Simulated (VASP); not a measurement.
Input of a VASP 6.6.1 run:

File run.py:

```python
from ase.calculators.vasp import Vasp
from ase.dft.bandgap import bandgap
from ase.io import read

atoms = read('ZnCu.xyz')
calc = Vasp(
    directory='calc',
    xc='pbesol',
    pp='PBE',
    setups='recommended',
    prec='Accurate',
    encut=520,
    ediff=1e-07,
    ismear=0,
    sigma=0.1,
    lreal=False,
    lasph=True,
    nelm=80,
    algo='Normal',
    isif=2,
    lwave=False,
    lcharg=True,
    lmaxmix=4,
    ivdw=13,
    kpts=[9, 9, 9],
    gamma=True,
)
atoms.calc = calc

print('energy (eV):', atoms.get_potential_energy())
print('free energy (eV):', atoms.get_potential_energy(force_consistent=True))
efermi = calc.get_fermi_level()
print('Fermi level (eV):', efermi)
path = atoms.cell.bandpath(npoints=60, eps=1e-4)
print('path:', path.path)
calc.set(kpts=path.kpts, reciprocal=True, icharg=11, isym=0, lcharg=False)
calc.calculate(atoms)
print('gap on the path (eV):', bandgap(calc, efermi=efermi)[0])
print('direct gap on the path (eV):', bandgap(calc, efermi=efermi, direct=True)[0])
```

File ZnCu.xyz:

```xyz
2
Lattice="2.9450000000 0.0000000000 0.0000000000 0.0000000000 2.9450000000 0.0000000000 0.0000000000 0.0000000000 2.9450000000" Properties=species:S:1:pos:R:3 pbc="T T T"
Zn     1.5051983350      1.4849897450      1.4585937100
Cu    -0.0672343500     -0.0265933500      0.0104547500
```

Potentials or basis: VASP PAW PBE potentials, release 64 (Zn, Cu).

Run with:

```bash
$ python run.py
```

Problem. What does it give for the band gap along the path?

Solution. None (metal or under the smearing width).

Problem. Predict the dispersion energy per atom.

Solution. -0.260 eV.

Levels at the corners of the path, in eV from the Fermi level:
```
point  band 9  band 10  band 11  band 12  band 13  band 14
    Γ   -2.80    -2.80    -2.80     6.13     6.14     6.19
    X   -3.35    -3.33    -2.87    -2.07    11.49    11.59
    M   -2.94    -2.56    -1.98    -1.95     1.68     2.02
    Γ   -2.80    -2.80    -2.80     6.13     6.14     6.19
    R   -2.54    -2.54     3.71     3.94     3.97     4.25
    X   -3.35    -3.33    -2.87    -2.07    11.49    11.59
    M   -2.94    -2.56    -1.98    -1.95     1.68     2.02
    R   -2.54    -2.54     3.71     3.94     3.97     4.25
```

Caveat: the log is that of the step along the path at fixed density, whose energy, stress, charges and moments have no meaning.
